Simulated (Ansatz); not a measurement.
# NbP: the crystal squeezed far, part 1 of 2

How does NbP (CsCl type) answer strong compression, and how long do frozen cores keep up with all electrons? The runs shown use LAPW, crystal datasets and norm-conserving. Companion runs by PAW are cited. Its runs: the reference run (LAPW); volume scaled by 1 (crystal datasets and norm-conserving); volume scaled by 0.95 (LAPW and norm-conserving); volume scaled by 0.85 (LAPW); volume scaled by 0.75 (LAPW); volume scaled by 0.65 (LAPW); volume scaled by 0.55 (LAPW and crystal datasets); volume scaled by 0.45 (LAPW and crystal datasets); volume scaled by 0.4 (LAPW, crystal datasets and norm-conserving).

Computed with Ansatz 0.2.0 (DFT PBE, with the methods named in each step, unless a step's input says otherwise).

2 further runs of the same task are left out: 2 that didn't finish.

## Step 1: The starting structure

It takes space group Pm-3m (No. 221, cubic). Conventional cell: a = 3.110 Å, b = 3.110 Å, c = 3.110 Å, α = 90.00°, β = 90.00°, γ = 90.00°. Around Nb (site symmetry m-3m) lie 8 P at 2.69 Å. P (site symmetry m-3m) is surrounded by 8 Nb at 2.69 Å.

Coordinates:

```cif
data_structure
_symmetry_space_group_name_H-M 'Pm-3m'
_symmetry_Int_Tables_number 221
_cell_length_a 3.1100
_cell_length_b 3.1100
_cell_length_c 3.1100
_cell_angle_alpha 90.000
_cell_angle_beta 90.000
_cell_angle_gamma 90.000
_cell_volume 30.08
loop_
_atom_site_label
_atom_site_type_symbol
_atom_site_symmetry_multiplicity
_atom_site_Wyckoff_symbol
_atom_site_fract_x
_atom_site_fract_y
_atom_site_fract_z
_atom_site_occupancy
Nb1 Nb 1 a 0.00000 0.00000 0.00000 1
P1 P 1 b 0.50000 0.50000 0.50000 1
```

The file gives the conventional cell by its symmetry; the runs use the cell typed in the input.

Whether this phase is the stable one at these pressures isn't tested.

Atoms are numbered in the order of the input: Nb1, P2.

## Step 2: The reference volume, LAPW

File input.yaml:

```yaml
crystal:
  lattice:
    - [3.1100332492, 0.0, 0.0]
    - [0.0, 3.1100332492, 0.0]
    - [0.0, 0.0, 3.1100332492]
  atoms:
    - { symbol: Nb, position: [0.0, 0.0, 0.0] }
    - { symbol: P, position: [0.5, 0.5, 0.5] }
kpoints:
  mp_grid: { grid: [13, 13, 13] }
  band_path:
    path:
      - [0.0, 0.0, 0.0]
      - [0.0, 0.5, 0.0]
      - [0.5, 0.5, 0.0]
      - [0.0, 0.0, 0.0]
      - [0.5, 0.5, 0.5]
      - [0.0, 0.5, 0.0]
      - [0.5, 0.5, 0.5]
      - [0.5, 0.5, 0.0]
    npoints: 14
scf:
  occupations: { method: fermi_dirac, width: 0.1 }
hamiltonian:
  xc: pbe
  pseudopotentials: { kind: all_electron, lapw: { basis_error: 0.001 } }
output:
  forces: true
  stress: true
  eigenvalues: true
  populations: true
  dos: { projected: true, de: 0.2, e_range: [-14, 8] }
```

Run with:

```
ansatz run input.yaml --threads 1 --pin off --max-ram 2048MiB --backend cpu --events-out ev --progress --plain --runs-dir out
```

What it wrote:

```text
Nb: projections on atomic orbitals take those of the free atom 1s2 2s2 2p6 3s2 3p6 3d10 4s2 4p6 4d4 5s1, of charge +0.00 (hamiltonian.pseudopotentials.projection_atoms)
P: projections on atomic orbitals take those of the free atom 1s2 2s2 2p6 3s2 3p3, of charge +0.00 (hamiltonian.pseudopotentials.projection_atoms)
LAPW: plane waves up to 7.250 Å⁻¹, error target 1.0e-3 eV per atom; small_component_spin mean_spin; P in spheres of 1.186 Å, 13 of its electrons in bands, Dirac shells []; Nb in spheres of 1.508 Å, 23 of its electrons in bands, Dirac shells []
Engine: ansatz 0.2.0
Pseudopotentials: kind: all_electron
Pseudopotential: Nb, LAPW, valence charge 23, Koelling and Harmon's equation, gaussian nucleus
Pseudopotential: P, LAPW, valence charge 13, Koelling and Harmon's equation, gaussian nucleus
Functional definition: PBE
  parameter kappa = 0.804
  parameter beta = 0.06672455060314922
  exchange = pbe_x(kappa = kappa, mu = beta*pi^2/3)
  correlation = pbe_c(beta = beta)
Crystal: 2 atoms, lattice volume = 30.081 Å³
Basis set: ecut = 200.27834547309251 eV, 179 PW (Γ), exchange–correlation at level 2
Bands: 22, of which v1, the nominal top of the filled ones, is band 18 counted from 1 (17 counted from 0)
Symmetry: 48 space group operations
Space group: Pm-3m (ITA 221), of the structure as read, at distance tolerance 3.1e-5 Å
k-points: 84 of 2197
Non-local potential: Nb, projectors of the file, none
Non-local potential: P, projectors of the file, none
Initial density: superposition of atomic densities (chi_scale 0.1, normalization cell, long waves kept (reshape's long-wave potential 0.00 eV rms))
Initial wavefunctions: plane waves of lowest kinetic energy (no species holds an atomic orbital)
Functional: x = pbe(κ = 0.804, μ = 0.2195149727645171), c = pbe(β = 0.06672455060314922)
iter 1 solved again at ethr=4.65e-3 eV; its pass at ethr=1.00e-1 eV (dr2=1.67e0 eV) is discarded
SCF iter   1: F=—  HF=-113257.174366 eV  |F-HF|=—  |Δ(HF+E_count)|=         —  Δρ=5.78e-2  dr2=1.68e0  ethr=4.65e-3  ⟨swp⟩=2.0  Hψ=12291  notcnv=0
preconditioner: auto → none  [metal: Δε(μ)=0.143 eV  Ē_g=8.466 eV  σ=0.100 eV  W_gap=0.33  n_scr=6 (ndim 8)  ℏωp=21.4 eV  f_vac=0.000  D(μ)=0.81/eV (n_scr^D=6)  sad-step TF]
iter 2 solved again at ethr=5.34e-5 eV; its pass at ethr=4.65e-3 eV (dr2=1.92e-2 eV) is discarded
SCF iter   2: F=—  HF=-113256.105638 eV  |F-HF|=—  |Δ(HF+E_count)|=    1.07e0  Δρ=1.01e-2  dr2=1.93e-2  ethr=5.34e-5  ⟨swp⟩=2.3  Hψ=9284  notcnv=0
SCF iter   3: F=—  HF=-113256.066222 eV  |F-HF|=—  |Δ(HF+E_count)|=         —  Δρ=6.03e-3  dr2=8.15e-3  ethr=5.34e-5  ⟨swp⟩=2.2  Hψ=5496  notcnv=0
the basis was enlarged: its passes take 3.6 MiB over the memory plan, 1 of 1 planned eigensolver slots
SCF iter   4: F=—  HF=-113256.064791 eV  |F-HF|=—  |Δ(HF+E_count)|=   1.43e-3  Δρ=7.14e-4  dr2=2.16e-4  ethr=2.26e-5  ⟨swp⟩=2.0  Hψ=5444  notcnv=0
SCF iter   5: F=—  HF=-113256.064535 eV  |F-HF|=—  |Δ(HF+E_count)|=   2.57e-4  Δρ=2.18e-4  dr2=1.14e-5  ethr=6.00e-7  ⟨swp⟩=2.5  Hψ=5494  notcnv=0
SCF iter   6: F=—  HF=-113256.064533 eV  |F-HF|=—  |Δ(HF+E_count)|=   1.87e-6  Δρ=4.13e-5  dr2=4.63e-7  ethr=3.17e-8  ⟨swp⟩=2.1  Hψ=5456  notcnv=0
SCF iter   7: F=-113256.064533 eV  HF=-113256.064533 eV  |F-HF|=5.43e-8  |Δ(HF+E_count)|=   3.30e-8  Δρ=7.16e-6  dr2=2.72e-8  ethr=1.29e-9  ⟨swp⟩=2.3  Hψ=5484  notcnv=0
SCF 1 converged in 7 iterations: F = -113256.064533 eV  dr2 = 2.72e-8
NSCF: frozen V_eff on 99 k-points
SCF converged after 7 iterations
Free energy (F): -113256.064533 eV
Harris-Foulkes:  -113256.064533 eV  (|F-HF|=5.43e-8)
Internal energy: -113256.023137 eV  (E = F + TS)
E sigma→0 (E₀):  -113256.043835 eV
Entropy (-TS):   -0.041395 eV (-20.698 meV/atom)
Fermi energy:    18.590254 eV
--- Per-component energies (eV) ---
  E_band       = -2658.494302
  E_kinetic    = 116883.361064
  E_xc         = -3873.574215
  E_electrostatic = -226265.809986  (all electrons and nuclei)
  E_smearing   = -0.041395  (= −TS)
  E_closure    = 0.000000  (closes the sum)
  E_atoms      = -113239.172387  (free atoms, spherical and without spin; not in F)
  Σ components = -113256.064533   (vs F -113256.064533, Δ=0.00e0)
  Basis errors (estimates in eV, not in F): energy 3.3e-4 per atom: plane waves 2.7e-4 (1.4e-4 summed), levels above the bands 2.0e-26, relativity 3.3e-8, radial functions 5.3e-5, core shells 8.3e-7; eigenvalues (radial functions only) 1.8e-6; not estimated: angular momenta, meshes, grids; target (lapw.basis_error) 1.0e-3; muffin-tin radii P 1.186 Å, Nb 1.508 Å
--- Forces (eV/Å), atoms counted from 1 ---
  atom   1  Nb    -0.00000000     0.00000000     0.00000000
  atom   2  P      0.00000000    -0.00000000     0.00000000
  max |Σ_I F_I| component: 4.44e-31 eV/Å
--- Stress (GPa, compression-positive) ---
        0.027453       0.000000       0.000000
        0.000000       0.027453       0.000000
        0.000000       0.000000       0.027453
  P = ⅓ Tr σ = 0.0275 GPa (0.275 kbar)
--- Band table (eV; the first three rows and the last of 84) ---
  k-point 0: bands = ["-174.5141", "-174.5141", "-174.5141", "-174.4946", "-174.4946", "-149.9212", "-100.4020", "-100.4020", "-100.4020", "-36.5990", "-12.4797", "-12.4797", "-12.4797", "5.0845", "15.3535", "15.3535", "18.6986", "18.6986", "18.6986", "20.4477", "20.4477", "20.4477"]
  k-point 1: bands = ["-174.5141", "-174.5141", "-174.5141", "-174.4946", "-174.4946", "-149.9212", "-100.4021", "-100.4021", "-100.4021", "-36.5965", "-12.5096", "-12.4769", "-12.4769", "5.1808", "15.2338", "15.4072", "18.3841", "18.3841", "18.5908", "20.4750", "20.8038", "20.8038"]
  k-point 2: bands = ["-174.5141", "-174.5141", "-174.5141", "-174.4946", "-174.4946", "-149.9212", "-100.4021", "-100.4021", "-100.4021", "-36.5898", "-12.5918", "-12.4693", "-12.4693", "5.4618", "14.7506", "15.5628", "17.7940", "17.7940", "18.6108", "20.5524", "21.5290", "21.5290"]
  k-point 83: bands = ["-174.5141", "-174.5141", "-174.5141", "-174.4946", "-174.4946", "-149.9212", "-100.4021", "-100.4021", "-100.4021", "-36.4773", "-12.8199", "-12.8187", "-12.8187", "10.0664", "12.1491", "12.1491", "12.5572", "21.5439", "21.5439", "21.6921", "23.1811", "23.1811"]
--- Löwdin populations: 2 sites ---
  site symbol       q [e]
     0     Nb     40.8455
     1      P     15.0534
  spilling = 0.001805 (of n_electrons = 56.000000)
```

Wall time 28 s (1 thread of Arm Neoverse N1, shared host); peak memory 0.35 GiB.

Read from it: pressure 0.03 GPa; no gap.

At the corners of the path (eV, zero at the Fermi level):

```csv
point,band 15,band 16,band 17,band 18,band 19,band 20,band 21
Γ,-3.24,-3.24,0.11,0.11,0.11,1.86,1.86
X,-7.53,-2.40,-2.40,-2.04,2.38,3.57,4.90
M,-4.49,-4.49,-2.68,-0.18,-0.18,1.68,2.49
Γ,-3.24,-3.24,0.11,0.11,0.11,1.86,1.86
R,-6.50,-6.50,-6.50,3.62,3.62,3.62,4.00
X,-7.53,-2.40,-2.40,-2.04,2.38,3.57,4.90
R,-6.50,-6.50,-6.50,3.62,3.62,3.62,4.00
M,-4.49,-4.49,-2.68,-0.18,-0.18,1.68,2.49
```

States per cell in windows of 1 eV (zero at the Fermi level; grid of 0.20 eV, so sharp peaks spill over the borders):

```csv
from,to,total,Nb 4d,P 3p
-10,-9,0.13,0.03,0.01
-9,-8,0.02,0.00,0.00
-8,-7,0.03,0.01,0.02
-7,-6,0.41,0.11,0.23
-6,-5,1.47,0.47,0.86
-5,-4,1.05,0.35,0.64
-4,-3,0.95,0.47,0.43
-3,-2,0.72,0.30,0.32
-2,-1,2.30,1.49,0.69
-1,0,0.93,0.64,0.22
0,1,1.61,1.32,0.14
1,2,1.29,0.91,0.14
2,3,1.14,0.73,0.21
3,4,1.71,1.14,0.36
4,5,1.19,0.62,0.42
```

## Step 3: Volume scaled by 1, crystal datasets

File input.yaml:

```yaml
crystal:
  lattice:
    - [3.1100332492, 0.0, 0.0]
    - [0.0, 3.1100332492, 0.0]
    - [0.0, 0.0, 3.1100332492]
  atoms:
    - { symbol: Nb, position: [0.0, 0.0, 0.0] }
    - { symbol: P, position: [0.5, 0.5, 0.5] }
kpoints:
  mp_grid: { grid: [13, 13, 13] }
scf:
  occupations: { method: fermi_dirac, width: 0.1 }
hamiltonian:
  xc: pbe
  pseudopotentials: { kind: all_electron, datasets: crystal }
output:
  forces: true
  stress: true
  eigenvalues: true
```

Run with:

```
ansatz run input.yaml --threads 1 --pin off --max-ram 2048MiB --backend cpu --events-out ev --progress --plain --runs-dir out
```

What it wrote, cut to the lines that bear on the results:

```text
[...]
band count auto-derived: 15 (N_el = 18.0; filled up to band 9; 13 by the electrons, moments and atoms)
[...]
[... 1 set-up line as earlier in the session ...]
Pseudopotential: Nb, paw, valence charge 13, recommended cutoff 260 eV (normal), Koelling and Harmon's equation, gaussian nucleus
Pseudopotential: P, paw, valence charge 5, recommended cutoff 260 eV (normal), Koelling and Harmon's equation, gaussian nucleus
[... 1 set-up line as earlier in the session ...]
[...]
  atom   2  P      0.00000000     0.00000000     0.00000000
[...]
--- Stress (GPa, compression-positive) ---
        0.030143       0.000000       0.000000
        0.000000       0.030143       0.000000
        0.000000       0.000000       0.030143
  P = ⅓ Tr σ = 0.0301 GPa (0.301 kbar)
--- Band table (eV; the first three rows and the last of 84) ---
  k-point 0: bands = ["-36.5988", "-12.4795", "-12.4795", "-12.4795", "5.0845", "15.3534", "15.3534", "18.6986", "18.6986", "18.6986", "20.4478", "20.4478", "20.4478"]
[...]
```

Wall time 13 s (1 thread of Arm Neoverse N1, shared host); peak memory 0.43 GiB.

Read from it: pressure 0.03 GPa; no gap.

## Step 4: Volume scaled by 1, norm-conserving

input.yaml, as its differences from that of step 3:

```diff
@@ -14,3 +14,3 @@
   xc: pbe
-  pseudopotentials: { kind: all_electron, datasets: crystal }
+  pseudopotentials: { kind: nc }
 output:
```

Run with:

```
ansatz run input.yaml --threads 1 --pin off --max-ram 2048MiB --backend cpu --events-out ev --progress --plain --runs-dir out
```

What it wrote, cut to the lines that bear on the results:

```text
[...]
Pseudopotentials: kind: nc
Pseudopotential: Nb, nc, valence charge 13, recommended cutoff 1115.666836 eV (normal), Nb.nc.azcp
Pseudopotential: P, nc, valence charge 5, recommended cutoff 598.650497 eV (normal), P.nc.azcp
[... 1 set-up line as earlier in the session ...]
[...]
Crystal: 2 atoms, lattice volume = 30.081 Å³
[...]
  atom   2  P     -0.00000000     0.00000000     0.00000000
[...]
--- Stress (GPa, compression-positive) ---
        0.033908       0.000000       0.000000
       -0.000000       0.033908       0.000000
        0.000000       0.000000       0.033908
  P = ⅓ Tr σ = 0.0339 GPa (0.339 kbar)
--- Band table (eV; the first three rows and the last of 84) ---
  k-point 0: bands = ["-38.4134", "-14.2975", "-14.2975", "-14.2975", "3.2602", "13.5297", "13.5297", "16.8736", "16.8736", "16.8736", "18.6231", "18.6231", "18.6231"]
[...]
```

Wall time 13 s (1 thread of Arm Neoverse N1, shared host); peak memory 0.33 GiB.

This run gives: pressure 0.03 GPa; no gap.

## Step 5: Volume scaled by 0.95, LAPW

File input.yaml:

```yaml
crystal:
  lattice:
    - [3.057310636, 0.0, 0.0]
    - [0.0, 3.057310636, 0.0]
    - [0.0, 0.0, 3.057310636]
  atoms:
    - { symbol: Nb, position: [0.0, 0.0, 0.0] }
    - { symbol: P, position: [0.5, 0.5, 0.5] }
kpoints:
  mp_grid: { grid: [13, 13, 13] }
scf:
  occupations: { method: fermi_dirac, width: 0.1 }
hamiltonian:
  xc: pbe
  pseudopotentials: { kind: all_electron, lapw: { basis_error: 0.001 } }
output:
  forces: true
  stress: true
  eigenvalues: true
  populations: true
```

Run with:

```
ansatz run input.yaml --threads 1 --pin off --max-ram 2048MiB --backend cpu --events-out ev --progress --plain --runs-dir out
```

What it wrote, cut to the lines that bear on the results:

```text
Nb: projections on atomic orbitals take those of the free atom 1s2 2s2 2p6 3s2 3p6 3d10 4s2 4p6 4d4 5s1, of charge +0.00 (hamiltonian.pseudopotentials.projection_atoms)
P: projections on atomic orbitals take those of the free atom 1s2 2s2 2p6 3s2 3p3, of charge +0.00 (hamiltonian.pseudopotentials.projection_atoms)
[...]
--- Stress (GPa, compression-positive) ---
       10.962575       0.000000       0.000000
        0.000000      10.962575       0.000000
        0.000000       0.000000      10.962575
  P = ⅓ Tr σ = 10.9626 GPa (109.626 kbar)
--- Band table (eV; the first three rows and the last of 84) ---
[... band rows left out ...]
[...]
--- Löwdin populations: 2 sites ---
  site symbol       q [e]
     0     Nb     40.8896
     1      P     15.0069
  spilling = 0.001849 (of n_electrons = 56.000000)
```

Run time: 20 s. Hardware: 1 thread of Arm Neoverse N1, shared host; peak memory 0.35 GiB.

This run gives: pressure 10.96 GPa; no gap.

## Step 6: Volume scaled by 0.95, norm-conserving

input.yaml, as its differences from that of step 5:

```diff
@@ -14,3 +14,3 @@
   xc: pbe
-  pseudopotentials: { kind: all_electron, lapw: { basis_error: 0.001 } }
+  pseudopotentials: { kind: nc }
 output:
@@ -19,2 +19 @@
   eigenvalues: true
-  populations: true
```

Run with:

```
ansatz run input.yaml --threads 1 --pin off --max-ram 2048MiB --backend cpu --events-out ev --progress --plain --runs-dir out
```

What it wrote, cut to the lines that bear on the results:

```text
[...]
[... 4 set-up lines as earlier in the session ...]
[...]
Crystal: 2 atoms, lattice volume = 28.577 Å³
[...]
  atom   2  P      0.00000000     0.00000000     0.00000000
[...]
--- Stress (GPa, compression-positive) ---
       10.954725       0.000000       0.000000
        0.000000      10.954725       0.000000
        0.000000       0.000000      10.954725
  P = ⅓ Tr σ = 10.9547 GPa (109.547 kbar)
--- Band table (eV; the first three rows and the last of 84) ---
  k-point 0: bands = ["-37.2881", "-13.1601", "-13.1601", "-13.1601", "3.9431", "14.2963", "14.2963", "17.9656", "17.9656", "17.9656", "19.7682", "19.7682", "19.7682"]
[...]
```

Run time: 14 s. Hardware: 1 thread of Arm Neoverse N1, shared host; peak memory 0.33 GiB.

This run gives: pressure 10.95 GPa; no gap.

## Step 7: Volume scaled by 0.85, LAPW

File input.yaml:

```yaml
crystal:
  lattice:
    - [2.9460357136, 0.0, 0.0]
    - [0.0, 2.9460357136, 0.0]
    - [0.0, 0.0, 2.9460357136]
  atoms:
    - { symbol: Nb, position: [0.0, 0.0, 0.0] }
    - { symbol: P, position: [0.5, 0.5, 0.5] }
kpoints:
  mp_grid: { grid: [13, 13, 13] }
scf:
  occupations: { method: fermi_dirac, width: 0.1 }
hamiltonian:
  xc: pbe
  pseudopotentials: { kind: all_electron, lapw: { basis_error: 0.001 } }
output:
  forces: true
  stress: true
  eigenvalues: true
  populations: true
```

Run with:

```
ansatz run input.yaml --threads 1 --pin off --max-ram 2048MiB --backend cpu --events-out ev --progress --plain --runs-dir out
```

What it wrote, cut to the lines that bear on the results:

```text
Nb: projections on atomic orbitals take those of the free atom 1s2 2s2 2p6 3s2 3p6 3d10 4s2 4p6 4d4 5s1, of charge +0.00 (hamiltonian.pseudopotentials.projection_atoms)
P: projections on atomic orbitals take those of the free atom 1s2 2s2 2p6 3s2 3p3, of charge +0.00 (hamiltonian.pseudopotentials.projection_atoms)
[...]
--- Stress (GPa, compression-positive) ---
       43.849026       0.000000       0.000000
        0.000000      43.849026       0.000000
        0.000000       0.000000      43.849026
  P = ⅓ Tr σ = 43.8490 GPa (438.490 kbar)
--- Band table (eV; the first three rows and the last of 84) ---
[... band rows left out ...]
[...]
--- Löwdin populations: 2 sites ---
  site symbol       q [e]
     0     Nb     40.9926
     1      P     14.8972
  spilling = 0.001969 (of n_electrons = 56.000000)
```

Run time: 23 s. Hardware: 1 thread of Arm Neoverse N1, shared host; peak memory 0.37 GiB.

In short: pressure 43.85 GPa; no gap.

## Step 8: Volume scaled by 0.75, LAPW

input.yaml, as its differences from that of step 7:

```diff
@@ -2,5 +2,5 @@
   lattice:
-    - [2.9460357136, 0.0, 0.0]
-    - [0.0, 2.9460357136, 0.0]
-    - [0.0, 0.0, 2.9460357136]
+    - [2.8256527308, 0.0, 0.0]
+    - [0.0, 2.8256527308, 0.0]
+    - [0.0, 0.0, 2.8256527308]
   atoms:
```

Run with:

```
ansatz run input.yaml --threads 1 --pin off --max-ram 2048MiB --backend cpu --events-out ev --progress --plain --runs-dir out
```

What it wrote, cut to the lines that bear on the results:

```text
Nb: projections on atomic orbitals take those of the free atom 1s2 2s2 2p6 3s2 3p6 3d10 4s2 4p6 4d4 5s1, of charge +0.00 (hamiltonian.pseudopotentials.projection_atoms)
P: projections on atomic orbitals take those of the free atom 1s2 2s2 2p6 3s2 3p3, of charge +0.00 (hamiltonian.pseudopotentials.projection_atoms)
[...]
--- Stress (GPa, compression-positive) ---
      100.592015      -0.000000       0.000000
       -0.000000     100.592015       0.000000
        0.000000       0.000000     100.592015
  P = ⅓ Tr σ = 100.5920 GPa (1005.920 kbar)
--- Band table (eV; the first three rows and the last of 84) ---
[... band rows left out ...]
[...]
--- Löwdin populations: 2 sites ---
  site symbol       q [e]
     0     Nb     41.1190
     1      P     14.7601
  spilling = 0.002160 (of n_electrons = 56.000000)
```

Wall time 23 s (1 thread of Arm Neoverse N1, shared host); peak memory 0.36 GiB.

This run gives: pressure 100.59 GPa; no gap.

## Step 9: Volume scaled by 0.65, LAPW

input.yaml, as its differences from that of step 8:

```diff
@@ -2,5 +2,5 @@
   lattice:
-    - [2.8256527308, 0.0, 0.0]
-    - [0.0, 2.8256527308, 0.0]
-    - [0.0, 0.0, 2.8256527308]
+    - [2.6940324194, 0.0, 0.0]
+    - [0.0, 2.6940324194, 0.0]
+    - [0.0, 0.0, 2.6940324194]
   atoms:
```

Run with:

```
ansatz run input.yaml --threads 1 --pin off --max-ram 2048MiB --backend cpu --events-out ev --progress --plain --runs-dir out
```

What it wrote, cut to the lines that bear on the results:

```text
Nb: projections on atomic orbitals take those of the free atom 1s2 2s2 2p6 3s2 3p6 3d10 4s2 4p6 4d4 5s1, of charge +0.00 (hamiltonian.pseudopotentials.projection_atoms)
P: projections on atomic orbitals take those of the free atom 1s2 2s2 2p6 3s2 3p3, of charge +0.00 (hamiltonian.pseudopotentials.projection_atoms)
[...]
  atom   2  P      0.00000000    -0.00000000     0.00000000
[...]
--- Stress (GPa, compression-positive) ---
      201.353785       0.000000       0.000000
        0.000000     201.353785       0.000000
        0.000000       0.000000     201.353785
  P = ⅓ Tr σ = 201.3538 GPa (2013.538 kbar)
--- Band table (eV; the first three rows and the last of 84) ---
[...]
--- Löwdin populations: 2 sites ---
  site symbol       q [e]
     0     Nb     41.2772
     1      P     14.5846
  spilling = 0.002468 (of n_electrons = 56.000000)
```

Run time: 24 s. Hardware: 1 thread of Arm Neoverse N1, shared host; peak memory 0.37 GiB.

This run gives: pressure 201.35 GPa; no gap.

(Continued in part 2 of 2.)
